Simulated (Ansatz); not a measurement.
# Co (P6_3/mmc) in Ansatz: phonons with PBE

Aim: the phonons of Co with PBE.

All numbers are computed with Ansatz 0.2.0; they aren't measurements. Logs are shortened: lines on timing, memory, paths and dates and some standing lists are left out, and cuts for length are marked.

## 1. The structure

Symmetry: P6_3/mmc, No. 194, hexagonal system. The conventional cell has a = 2.472 Å, b = 2.472 Å, c = 4.021 Å, α = 90.00°, β = 90.00°, γ = 120.00°. Co (site symmetry -6m2) has 12 Co at 2.47 Å as nearest neighbours.

## 2. Phonons, PBE, collinear spin, ferromagnetic start

Input file input.yaml:

```yaml
crystal:
  lattice:
    - [2.4719999032, 0.0, 0.0]
    - [-1.2359999516, 2.1408147143, 0.0]
    - [0.0, 0.0, 4.02114408]
  atoms:
    - { symbol: Co, position: [0.6666666667, 0.3333333333, 0.75], spin: 2.0 }
    - { symbol: Co, position: [0.3333333333, 0.6666666667, 0.25], spin: 2.0 }
hamiltonian:
  xc: pbe
  pseudopotentials: { kind: paw }
magnetization:
  spin_polarized: true
kpoints:
  mp_grid: { grid: [9, 9, 5] }
scf:
  occupations: { method: fermi_dirac, width: 0.05 }
phonons:
  method: dfpt
```

Potentials or basis: Ansatz PAW.

Run with:

```console
> ansatz run input.yaml --threads 2 --pin off --max-ram 5632MiB --backend cpu --events-out ev --progress --plain --runs-dir out
```

Log:

```text
Warning: RAYON_NUM_THREADS=2 ignored (pool sized by the plan → 2); use --threads N
zone centre: on kpoints.mp_grid the ground state, and the responses unless they are solved on pairs of k-points, stand on 75 of the mesh's 405 k-points, reduced under 4 symmetry operations, with k and −k counted as one. Each operation leaves every solved displacement unchanged or reverses it
Engine: ansatz 0.2.0, x86_64-unknown-linux-gnu
Pseudopotentials: kind: paw
Pseudopotential: Co, paw, valence charge 17, recommended cutoff 420 eV (normal), Co.paw.azcp
Functional definition: PBE
  parameter kappa = 0.804
  parameter beta = 0.06672455060314922
  exchange = pbe_x(kappa = kappa, mu = beta*pi^2/3)
  correlation = pbe_c(beta = beta)
Crystal: 2 atoms, lattice volume = 21.280 Å³
Basis set: ecut = 420 eV, 391 PW (Γ), exchange–correlation on 36×36×60 points (8 copies of the dense FFT grid, shifted against one another)
Bands: 23, of which v1, the nominal top of the filled ones, is band 17 counted from 1 (16 counted from 0)
Symmetry: 24 space group operations
Space group: P63/mmc (ITA 194), of the structure as read, at distance tolerance 2.8e-5 Å
Magnetic group: BNS 194.263 (UNI 1493), of the structure as read, at distance tolerance 2.8e-5 Å
k-points: 36 of 405
Non-local potential: Co, projectors of the file, l = 0: 3, l = 1: 2, l = 2: 3, l = 3: 1
PAW form: soft (Blöchl's): semilocal exchange-correlation on the pseudo side does not see the compensation charge
PAW one-centre angular grid: Co, 590 points (default); XC on 64 Gauss nodes
Initial density: superposition of atomic densities (chi_scale 0.1, normalization cell)
Starting moments: Σ|m| = 4 μB on 2 of 2 sites
Initial wavefunctions: pseudopotential atomic-orbital guess
Functional: x = pbe(κ = 0.804, μ = 0.2195149727645171), c = pbe(β = 0.06672455060314922)
SCF 1 converged in 13 iterations: F = -10252.304193 eV  dr2 = 5.09e-10
a single point of the input's cell can leave the moments in the input for a lower state (scf.lower_state_search): this run first made a single point of its cell. This run's own SCFs start from the density of the state that the single point found, with the moments in the input. The single point stayed on the moments in the input.
k-points: 75 of 405 (irreducible under 4 space group operations, time reversal used)
Initial density: read from a saved state, or passed on in memory by an earlier SCF of this step, an earlier step, the calling program or the single point that the run made first
Stability of the state it starts from, as read at its close in the collinear treatment: not read negative (Ritz values of 1 − χ₀K, real part plus size of imaginary part, from 0.75 to 0.85, by its mixing steps under the symmetry group of the SCF that read it); its run was given moments
Starting moments: Σ|m| = 4 μB on 2 of 2 sites; this step starts from the density that it was given
iter 1 solved again at ethr=4.38e-9 eV; its pass at ethr=3.10e-3 eV (dr2=1.49e-6 eV) is discarded
SCF iter   1: F=—  HF=-10252.304193 eV  |F-HF|=—  |Δ(HF+E_count)|=         —  Δρ=7.72e-7 (↑4.90e-7 ↓7.72e-7)  dr2=1.54e-10  dr2_m=9.68e-12  M=3.071 μB ∫|m|=3.411 μB  β_m=0.65  ethr=4.38e-9  ⟨swp⟩=3.9  Hψ=24449  notcnv=0
preconditioner: auto → none  [metal: Δε(μ)=0.015 eV  Ē_g=9.643 eV  σ=0.050 eV  W_gap=0.07  n_scr=2 (ndim 8)  ℏωp=34.2 eV  f_vac=0.000  D(μ)=2.18/eV (n_scr^D=34)]
SCF iter   2: F=—  HF=-10252.304193 eV  |F-HF|=—  |Δ(HF+E_count)|=   1.30e-9  Δρ=1.10e-6 (↑1.10e-6 ↓5.14e-7)  dr2=2.70e-10  dr2_m=1.95e-11  M=3.071 μB ∫|m|=3.411 μB  β_m=0.30  ethr=1.00e-12  ⟨swp⟩=2.7  Hψ=6832  notcnv=0
SCF iter   3: F=—  HF=-10252.304193 eV  |F-HF|=—  |Δ(HF+E_count)|=  1.47e-10  Δρ=2.86e-7 (↑2.86e-7 ↓2.05e-7)  dr2=1.32e-12  dr2_m=1.14e-11  M=3.071 μB ∫|m|=3.411 μB  β_m=0.65  ethr=1.00e-12  ⟨swp⟩=2.0  Hψ=4746  notcnv=0
SCF iter   4: F=—  HF=-10252.304193 eV  |F-HF|=—  |Δ(HF+E_count)|=  7.28e-11  Δρ=6.18e-7 (↑6.18e-7 ↓1.62e-7)  dr2=6.88e-11  dr2_m=1.26e-11  M=3.071 μB ∫|m|=3.411 μB  β_m=0.53  ethr=1.00e-12  ⟨swp⟩=1.0  Hψ=3450  notcnv=0  recentre
SCF iter   5: F=—  HF=-10252.304193 eV  |F-HF|=—  |Δ(HF+E_count)|=  4.00e-11  Δρ=1.19e-7 (↑4.82e-8 ↓1.19e-7)  dr2=1.01e-12  dr2_m=1.15e-12  M=3.071 μB ∫|m|=3.411 μB  β_m=0.76  ethr=1.00e-12  ⟨swp⟩=1.0  Hψ=3450  notcnv=0
SCF iter   6: F=-10252.304193 eV  HF=-10252.304193 eV  |F-HF|=3.64e-12  |Δ(HF+E_count)|=  2.36e-11  Δρ=1.35e-7 (↑4.87e-8 ↓1.35e-7)  dr2=4.40e-12  dr2_m=4.78e-13  M=3.071 μB ∫|m|=3.411 μB  ethr=1.00e-12  ⟨swp⟩=3.7  Hψ=12978  notcnv=0
SCF 2 converged in 6 iterations: F = -10252.304193 eV  dr2 = 4.40e-12
DFPT response loops at Γ: preconditioner auto → Kerker (q_TF=auto, 2.950 Å⁻¹) (partly filled bands, converged f_vac=0.000); β = 1.00, the filter's whole step (`scf.mixing.beta` (0.30) is not read by the response loops under this deck's `scf.mixing.preconditioner`; to damp them name `kerker` or `kerker_dos`, under which they read `scf.mixing.beta`, and type it under 1.00, their step now; both keys bind the ground state too); Broyden in place of MSR1
SCF converged after 6 iterations
Magnetization: 3.0713 μB (18.5357 up, 15.4643 down)
Absolute magnetization: 3.4126 μB (∫|ρ↑−ρ↓|, with the PAW one-centre terms)
Spin contamination: 0.0531 ħ² per cell (⟨S²⟩ above its minimum at these occupations)
Per-site moments (μB) at R_I (Å): [(1.6134036430229806, 1.017072079847606), (1.6134036430229806, 1.017072079847606)]
Free energy (F): -10252.304193 eV
Harris-Foulkes:  -10252.304193 eV  (|F-HF|=3.64e-12)
Internal energy: -10252.287217 eV  (E = F + TS)
E sigma→0 (E₀):  -10252.295705 eV
Entropy (-TS):   -0.016976 eV (-8.488 meV/atom)
Fermi energy:    19.164330 eV
--- Per-component energies (eV) ---
  E_band       = -473.368151
  E_kinetic    = 908.646039
  E_local      = -5609.489955  (includes V_loc(G=0)·N_el)
  E_nonlocal   = 908.170300
  E_hartree    = 2353.833188
  E_xc         = -318.466724
  E_vxc        = -410.997553  (∫ρ·V_xc dr)
  E_paw        = -3030.427175  (= ΣΔE_a)
  E_vpaw       = -977.363310  (= ΣTr[D̂ρ^β])
  E_aug_tail   = 0.000156  (compensation charges beyond the density's cutoff)
  E_ewald      = -5464.553046
  E_smearing   = -0.016976  (= −TS)
  E_closure    = -0.000000  (closes the sum)
  Σ components = -10252.304193   (vs F -10252.304193, Δ=0.00e0)
--- Band table (eV; the first three rows and the last of 150) ---
  k-point 0 ↑: bands = ["-76.8972", "-76.8363", "-40.3112", "-39.9990", "-39.9990", "-39.9622", "-39.9494", "-39.9494", "10.0082", "13.8818", "16.4941", "16.5498", "16.5498", "16.8701", "16.8701", "17.2435", "17.2435", "18.3689", "18.3689", "18.8904", "25.5533", "41.1521", "43.7966"]
  k-point 1 ↑: bands = ["-76.8914", "-76.8422", "-40.2783", "-39.9960", "-39.9943", "-39.9943", "-39.9541", "-39.9541", "10.4116", "13.7625", "16.3923", "16.4685", "16.4685", "16.7665", "16.7665", "17.4677", "17.4677", "17.6365", "18.3410", "18.3410", "27.6321", "40.7586", "41.8811"]
  k-point 2 ↑: bands = ["-76.8763", "-76.8575", "-40.1919", "-40.0840", "-39.9819", "-39.9819", "-39.9666", "-39.9666", "11.5377", "12.9782", "16.1942", "16.3363", "16.4385", "16.4385", "16.5647", "16.5647", "17.8682", "17.8682", "18.1904", "18.1904", "31.7661", "36.5199", "41.5646"]
  k-point 74 ↓: bands = ["-74.8533", "-74.8444", "-38.3146", "-38.3005", "-38.1658", "-38.1527", "-38.0985", "-38.0677", "15.0080", "15.5441", "16.8111", "16.8995", "17.5859", "17.5954", "18.5898", "19.1498", "20.1336", "20.4974", "21.3217", "22.3689", "30.9034", "31.4396", "32.4382"]
--- Phonons (Γ-DFPT): 2 representative perturbations + reference, on 75 of 405 k-points (Σ response iterations 6) ---
  k mesh reduced under 4 symmetry operations, with k and −k counted as one. Each operation leaves every solved displacement unchanged or reverses it
  ASR residual: 6.458e-4 → 0.000e0 eV/Å²; symmetrization residual: 3.828e-13 eV/Å²
  ASR residual per site (eV/Å²): 6.46e-4 6.46e-4
  Γ frequencies (cm⁻¹): 0.00 0.00 0.00 144.23 144.23 248.15
  non-analytic LO–TO correction: not included (Born effective charges unavailable; polar crystals: no LO–TO splitting at Γ)
```

Run time: 14 s. Hardware: 2 threads of Intel Xeon at 2.70GHz, shared host; peak memory 0.53 GiB.

What came out:

| Item | Value |
| --- | --- |
| Free energy | -10252.3042 eV |
| Band gap on the k mesh | none (metal or under the smearing width) |
| Net moment | 3.07 μB per cell |
| Absolute moment | 3.41 μB per cell |
| Site moments | Co +1.61 μB |
| Highest phonon frequency at Γ | 248 cm⁻¹ |

Phonon frequencies in cm⁻¹ (negative: imaginary):
```
              q point        frequencies
(0.000, 0.000, 0.000)  0 0 0 144 144 248
```
